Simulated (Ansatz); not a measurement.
# Σ3 (111) boundary in fcc Ir with C (interstitial): structure and resistance, part 2 of 2

How much does the Σ3 (111) boundary in fcc Ir with C (interstitial) reflect electrons?

Ansatz 0.2.0; Ansatz plane-wave DFT, PBE, PAW files; relaxation of a bicrystal slab with its lowest layers held; PAW set soft_1 (the session's first sound run).

So far. Step 2 (Relaxing the bicrystal): The largest force component on a free atom ends at 0.020 eV/Å, under the tolerance of 0.03, after 8 steps.

**3. Transmission across the boundary**

Bulk layers of each grain are laid under and over the relaxed boundary, and a lead is named in the middle of each, away from the free faces. The mesh across the current, 26×26, is finer than the density's, because channels open and close sharply across the zone. Energies from -0.1 to 0.1 eV in steps of 0.05 eV are too few for the program's thermal sum, so it prints no conductance; for a metal the transmission near the Fermi level serves, at a fraction of the cost.

This step: Ansatz plane-wave DFT, PBE, PAW files; ballistic transport by layer matching (Landauer), zero bias; boundary relaxed in a short slab, bulk layers laid on; PAW set soft_1 (Ansatz 0.2.0).

System of this step: Σ3 (111) boundary in fcc Ir with C (interstitial). The cell holds 39 atoms: 38 Ir and 1 C. Cell: a = 5.430 Å, b = 2.715 Å, c = 48.564 Å, α = 90.0°, β = 90.0°, γ = 120.0°. It derives from Ir. Regions: lower grain, 16 atoms (16 Ir); boundary, 9 atoms (8 Ir and 1 C); upper grain, 14 atoms (14 Ir). Vacuum lies along c.

input.yaml

```yaml
crystal:
  lattice:
    - [5.4297315514, 0.0, 0.0]
    - [-1.3574328878, 2.3511427296, 0.0]
    - [0.0, 0.0, 48.5641649256]
  atoms:
    - { symbol: Ir, position: [-1.6666666666, -6.6666666666, 0.0823652585] }
    - { symbol: Ir, position: [-1.1666666666, -6.6666666666, 0.0823652585] }
    - { symbol: Ir, position: [-1.4999999999, -6.0, 0.1280095855] }
    - { symbol: Ir, position: [-0.9999999999, -6.0, 0.1280095855] }
    - { symbol: Ir, position: [-1.3333333333, -5.3333333333, 0.1736539125] }
    - { symbol: Ir, position: [-0.8333333333, -5.3333333333, 0.1736539125] }
    - { symbol: Ir, position: [-1.1666666666, -4.6666666666, 0.2192982395] }
    - { symbol: Ir, position: [-0.6666666666, -4.6666666666, 0.2192982395] }
    - { symbol: Ir, position: [-0.9999999999, -4.0, 0.2649425665] }
    - { symbol: Ir, position: [-0.4999999999, -4.0, 0.2649425665] }
    - { symbol: Ir, position: [-0.8333333333, -3.3333333333, 0.3105868935] }
    - { symbol: Ir, position: [-0.3333333333, -3.3333333333, 0.3105868935] }
    - { symbol: Ir, position: [-0.6666666666, -2.6666666666, 0.3562312204] }
    - { symbol: Ir, position: [-0.1666666666, -2.6666666666, 0.3562312204] }
    - { symbol: Ir, position: [-0.5, -2.0, 0.4018755474] }
    - { symbol: Ir, position: [0.0, -2.0, 0.4018755474] }
    - { symbol: Ir, position: [0.6666666667, 0.6666666667, 0.4475198744] }
    - { symbol: Ir, position: [0.1666666667, 0.6666666667, 0.4475198744] }
    - { symbol: Ir, position: [0.8190338591, 0.3190338591, 0.494004102] }
    - { symbol: Ir, position: [0.3326652485, 0.3326652485, 0.4946025426] }
    - { symbol: Ir, position: [-0.0994348468, -0.0994348468, 0.5494416748] }
    - { symbol: Ir, position: [0.4177799892, -0.0822200108, 0.5517217666] }
    - { symbol: C, position: [0.1302892567, 0.6302892567, 0.5220517425] }
    - { symbol: Ir, position: [0.784628943, 0.284628943, 0.5978821692] }
    - { symbol: Ir, position: [0.2817748634, 0.2817748634, 0.598366736] }
    - { symbol: Ir, position: [-0.3834647635, -1.3834647635, 0.6437687796] }
    - { symbol: Ir, position: [0.1165352365, -1.3834647635, 0.6437687796] }
    - { symbol: Ir, position: [-0.5501314302, -2.0501314302, 0.6894131065] }
    - { symbol: Ir, position: [-0.0501314302, -2.0501314302, 0.6894131065] }
    - { symbol: Ir, position: [-0.7167980968, -2.7167980968, 0.7350574335] }
    - { symbol: Ir, position: [-0.2167980968, -2.7167980968, 0.7350574335] }
    - { symbol: Ir, position: [-0.8834647635, -3.3834647635, 0.7807017605] }
    - { symbol: Ir, position: [-0.3834647635, -3.3834647635, 0.7807017605] }
    - { symbol: Ir, position: [-1.0501314301, -4.0501314302, 0.8263460875] }
    - { symbol: Ir, position: [-0.5501314301, -4.0501314302, 0.8263460875] }
    - { symbol: Ir, position: [-1.2167980968, -4.7167980968, 0.8719904145] }
    - { symbol: Ir, position: [-0.7167980968, -4.7167980968, 0.8719904145] }
    - { symbol: Ir, position: [-1.3834647635, -5.3834647635, 0.9176347415] }
    - { symbol: Ir, position: [-0.8834647635, -5.3834647635, 0.9176347415] }
kpoints:
  mp_grid: { grid: [11, 11, 1] }
hamiltonian:
  xc: pbe
  pseudopotentials: { kind: paw, azcp: { folder: soft_1 } }
scf:
  occupations: { method: fermi_dirac, width: 0.1 }
output:
  transmission:
    leads: [[10, 12], [29, 31]]
    kmesh: [26, 26]
    e_range: [-0.1, 0.1]
    de: 0.05
  write_potential: true
  write_density: true
  volumetric_format: npy
  elf: true
```

Started as:

```bash
ansatz run input.yaml --threads 4 --pin off --max-ram 15360MiB --backend cpu --events-out ev --progress --plain --runs-dir out
```

Numbers of over 12 decimals in the logs are rounded to 6 here.

Log:

```text
[...]
Crystal: 39 atoms, lattice volume = 619.974 Å³
Basis set: ecut = 420 eV, 12109 PW (Γ)
Bands: 390, of which v1, the nominal top of the filled ones, is band 325 counted from 1 (324 counted from 0)
Symmetry: 2 space group operations
[...]
k-points: 36 of 121 (time reversal used)
[...]
SCF iter  11: F=-453844.654629 eV  HF=-453844.654629 eV  |F-HF|=2.17e-8  |Δ(HF+E_count)|=   3.61e-9  Δρ=1.32e-6  dr2=2.84e-8  ethr=1.54e-11  ⟨swp⟩=11.8  Hψ=43069  notcnv=0
SCF 1 converged in 11 iterations: F = -453844.654629 eV  dr2 = 2.84e-8
[...]
transmission: 982 of 9800 steps passed
transmission: 1962 of 9800 steps passed
[...]
transmission: 9800 of 9800 steps passed
WARN: The output density's exchange-correlation potential varies sharply where the density is thin. Do not read a vacuum level from v_tot or v_xc, or from such a field of the output density. On a cell that repeats whose density bears no net charge and no dipole along the vacuum's axis use v_es (v_loc + v_h of the components); under efield.dipole_correction with no amplitude use v_es + v_field, which holds any externa [...]
SCF converged after 11 iterations
Free energy (F): -453844.654629 eV
[...]
Internal energy: -453843.346372 eV  (E = F + TS)
E sigma→0 (E₀):  -453844.000500 eV
Entropy (-TS):   -1.308257 eV (-33.545 meV/atom)
Fermi energy:    21.791623 eV
[...]
--- Band table (eV; the first three rows and the last of 36) ---
  k-point 0: bands = [... 321 lower, 21.6561, 21.7001, 21.7035, 21.7816, 21.8518, 21.9384, 21.9520, 22.0262, ... 61 higher]
  k-point 1: bands = [... 321 lower, 21.4186, 21.4687, 21.5655, 21.6112, 21.6925, 21.8539, 21.9002, 21.9583, ... 61 higher]
  k-point 2: bands = [... 321 lower, 21.0320, 21.0566, 21.1282, 21.1679, 21.1846, 21.2336, 21.2714, 21.3967, ... 61 higher]
  k-point 35: bands = [... 321 lower, 22.3716, 22.4950, 22.5349, 22.5767, 22.6100, 22.6410, 22.6554, 22.6680, ... 61 higher]
--- Transmission ---
  basis      : 111 plane waves across, 50 finite elements along
  points     : 196, standing for a mesh of 26 x 26
  energies   : 5 from -0.100000 to 0.100000 eV about the Fermi level, 0.050000 eV apart; the leads are filled to 0.000000 eV, and channels, transmission and decay are at 0.000000 eV
  crystal 0  : Ir2, at the sites [10, 12], period 2.2167 Å, over 19.95 Å; its Hamiltonian steps by up to 8.8 meV
    offset         : up to 0.0000 Å between an atom of the period and one for which it stands
    channels       : 3.156805e0 a spin
    conductance    : none, the energies end too early or step too widely for 300 K: set another output.transmission.e_range or a lower de, or, where they end at an eighth of basis.ecutwfc, a higher one
[...]
channels       : 3.121302e0 a spin
[...]
junction   : crystal 0 to crystal 1, 13.28 to 36.11 Å
    transmission   : 1.603872e0 a spin
[...]
```

Run time: 19 min. Hardware: 4 threads of Arm Neoverse V1, shared host; peak memory 11 GiB.

Numbers from this step:

* free energy: -453844.6546 eV
* energy at zero smearing: -453844.0005 eV
* Fermi energy: 21.79 eV
* cell area: 12.77 Å²
* transmission per spin nearest the Fermi level: 1.604
* open channels per spin nearest the Fermi level: 3.157
* open channels per spin, upper lead: 3.121
* step of the lead's potential: 8.8 meV
* step of the upper lead's potential: 27.6 meV

Per spin. The transmission, zone mean by energy, zero at the Fermi level:

| energy (eV) | transmission, zone mean |
| --- | --- |
| -0.1000 | 1.55 |
| -0.0500 | 1.60 |
| 0.0000 | 1.60 |
| 0.0500 | 1.60 |
| 0.1000 | 1.60 |

Per spin. Open channels, zone mean against energy, zero at the Fermi level:

| energy (eV) | lead | upper lead |
| --- | --- | --- |
| -0.1000 | 3.01 | 3.01 |
| -0.0500 | 3.10 | 3.09 |
| 0.0000 | 3.16 | 3.12 |
| 0.0500 | 3.18 | 3.17 |
| 0.1000 | 3.21 | 3.20 |

Transmission over k1 and k2. At 0.0000 eV from the Fermi level.

Ten even steps from '0' (0.16) to '9' (2.88):
```
55555556622233333222665555
55555543464322222223464345
65555564568764222224678654
01111111023356698889665332
66643334666665554767455566
55666545666555555337335555
55555552555555555543934555
55555555255555555555707555
55555555222555555555934395
87445566444446655447845654
64476664444544446667446666
66654764477777774467456666
55666664577777777754666665
66666547644777777744674566
66666447666444454444666744
84565487445566444446655447
55934395555555552225555555
55557075555555555525555555
55554393455555555552555555
55555337335555556665456665
66655547674555666664333466
02335669888966533201111111
64568764222224678654655555
55434643222222234643455555
55555662223333322266555555
66655666223333333226665566
```
Columns: k1 (b1) from -0.5 to 0.462; rows upwards: k2 (b2) from -0.5 to 0.462.

Open channels over k1 and k2. At 0.0000 eV from the Fermi level.

Ten even steps from '0' (2.00) to '9' (6.00):
```
00000002200555555500220000
00000000022022555220220000
20000022255552000002555522
00020200000222575557522200
22222522222222222555222222
22222252222222222025202222
22222225222222222220902222
22222222022222222222505222
22222222222222222222720272
75225555222225555225725552
52275552222522225557225555
55555752255555552257555555
55555592255555555522955555
55555557522555555522575555
55555227555222252222555722
72555275225555222225555225
22720272222222222222222222
22225052222222222202222222
22222090222222222225222222
22222025202222222222522222
22222225552222222222252222
00022257555752220000020200
22255552000002555522200000
00000220225552202200000000
00000220055555550022000000
00000055005555555005500000
```
Columns: k1 (b1) from -0.5 to 0.462; rows upwards: k2 (b2) from -0.5 to 0.462.

Valence density in the ca plane at fractional y = 0.617, with atoms of Ir and C within 0.2 Å of it. It is the smooth field of the valence electrons, not physical close to the nuclei.

Ten even steps from '0' (0.1 e/Å³) to '9' (9.3 e/Å³), each cell a mean:
```
12210000100000000001210000011000001000001000
12310000100000000001320000122100012100000000
01100000000001210001110000133100011100000000
00000000000025751000000000011000000000024310
00000000000038972000000000000000000000169730
00000000000026851000000000000000000000279830
00100000000001210000100000000000000000135410
12210000100000000001220000011000001000001000
12310000100000000001321000022100012100000000
01100000000001210000110000022100011100000000
00000000000025751000000011001000000000024310
00000000000038972000000111000000000000169730
00000000000026851000000111000000000000279830
00100000000001210000000110000000000000135410
```
Columns run along c (16.0 Å, from fractional 0.34 to 0.67 of the cell), rows up along a (5.4 Å). Atoms in or near the plane, at fractional coordinates: Ir at (0.45, 0.67), Ir at (0.45, 0.17), C at (0.52, 0.13), Ir at (0.64, 0.62), Ir at (0.64, 0.12).

ELF in the ca plane at fractional y = 0.617, with atoms of Ir and C within 0.2 Å of it. It is the smooth field of the valence electrons, not physical close to the nuclei.

Values, 8 rows by 16 columns, each cell a mean:
```
0.46 0.37 0.31 0.32 0.27 0.30 0.30 0.46 0.35 0.33 0.38 0.29 0.38 0.29 0.33 0.30
0.35 0.31 0.28 0.30 0.34 0.42 0.31 0.37 0.26 0.36 0.43 0.29 0.37 0.29 0.35 0.31
0.30 0.22 0.24 0.31 0.43 0.53 0.30 0.30 0.21 0.25 0.30 0.21 0.29 0.30 0.52 0.43
0.30 0.27 0.27 0.30 0.38 0.48 0.29 0.32 0.22 0.24 0.29 0.20 0.29 0.30 0.52 0.42
0.46 0.37 0.31 0.32 0.27 0.31 0.28 0.48 0.27 0.28 0.40 0.30 0.38 0.30 0.32 0.30
0.35 0.30 0.28 0.29 0.34 0.42 0.30 0.36 0.44 0.42 0.42 0.31 0.36 0.30 0.35 0.31
0.30 0.22 0.24 0.31 0.43 0.53 0.29 0.27 0.48 0.54 0.25 0.21 0.29 0.30 0.52 0.43
0.30 0.27 0.27 0.30 0.38 0.48 0.29 0.28 0.57 0.52 0.24 0.20 0.29 0.29 0.52 0.42
```
Columns run along c (16.0 Å, from fractional 0.34 to 0.67 of the cell), rows up along a (5.4 Å). Atoms in or near the plane, at fractional coordinates: Ir at (0.45, 0.67), Ir at (0.45, 0.17), C at (0.52, 0.13), Ir at (0.64, 0.62), Ir at (0.64, 0.12).

Electrostatic potential energy in the ca plane at fractional y = 0.617, with atoms of Ir and C within 0.2 Å of it. With pseudopotentials it is smooth inside the atoms' cores, unlike the true potential.

Ten even steps from '0' (-47 eV) to '9' (24 eV), each cell a mean:
```
74358987679999899986457999866899976789976789
63358987679999999985347998633689854589999999
86579998889986568987568998633589865689987899
98899999999851015999889999866799988899742369
99999999999830004899999999988999999998500038
99999999999840015899999999999999999998400027
87689998889975458997678999999999998999721258
74358987679999899985347999876799976789976789
63358987679999999985337999743589864589999999
86579998889986568987568999743589865689987899
98899999999851015999888657876899988899742369
99999999999830004899997213899999999998500038
99999999999840015899997213899999999998400028
87689998889975458998778767899999998999721258
```
Columns run along c (16.0 Å, from fractional 0.34 to 0.67 of the cell; values clipped at the 3rd and 97th percentile), rows up along a (5.4 Å). Atoms in or near the plane, at fractional coordinates: Ir at (0.45, 0.67), Ir at (0.45, 0.17), C at (0.52, 0.13), Ir at (0.64, 0.62), Ir at (0.64, 0.12).

Over the solved energies the transmission per spin lies between 1.55 and 1.60, out of 3.13 channels of the lead on average (up to 3.21). The log calls the step of a lead's potential too much.

**4. Specific resistance**

This step: Ansatz plane-wave DFT, PBE, PAW files; ballistic transport by layer matching (Landauer), zero bias; specific resistance of the boundary; PAW set soft_1 (Ansatz 0.2.0).

Numbers from this step:

| Property | Result |
| --- | --- |
| area resistance | 0.5087 fΩ m² |
| T over the leads' mean channel count | 0.5089 |

Averaged over the energies near the Fermi level, 50.9 % of the channels pass, which makes 0.509 fΩ m².

By hand, with T and the leads' channels N averaged over the energies near the Fermi level: RA = A (h/2e²)(1/T − ½[1/N₁ + 1/N₂]) = 12.77×10⁻²⁰ m² × 12 906 Ω × (1/1.591 − ½[1/3.133 + 1/3.118]) = 0.509 fΩ m².

**5. Outcome**

- specific resistance of the boundary: 0.509 fΩ m²
- share of channels that pass: 0.509

What this shows: The boundary has a specific resistance of 0.51 fΩ m². The boundary reflects 49 % of the channels; 0.51 fΩ m² is 5.1×10⁻¹² Ω·cm². One C in 12.8 Å² of boundary is a high coverage. One starting structure was relaxed; another shift or atom count at the boundary may lie lower. Spin-orbit coupling is left out, which matters for Ir. A lead's potential steps by up to 28 meV from period to period, which the log calls too much, so longer leads could move the result.

[Logs are printed without paths, hosts, clocks, repeated set-up lines and the standing remarks that a program may print on its own settings, such as how far it seeks lower states.]

[Hosts, paths, dates, database ids (printed as entryN), source tags and the programs' standing remarks are cut or masked in the printed files.]
